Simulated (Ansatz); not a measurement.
Structure types of Ti were relaxed at one common pressure (all-electron LAPW in Ansatz 0.2.0 under PBE, scalar-relativistic, no spin polarisation, zero temperature). They take these volumes:

| type | space group | V (Å³/atom) |
| --- | --- | --- |
| fcc | Fm-3m | 12.20 |
| bcc | Im-3m | 11.99 |
| hcp | P6_3/mmc | 12.32 |
| sc | Pm-3m | 12.05 |
| omega | P6/mmm | 12.22 |
| simple hexagonal | P6/mmm | 12.11 |

Question: At about which pressure, and is the densest type also the lowest in enthalpy?

Answer: 68 GPa. The densest is bcc, and it is 77 meV/atom above omega: its gain in pV doesn't pay for its higher energy here.
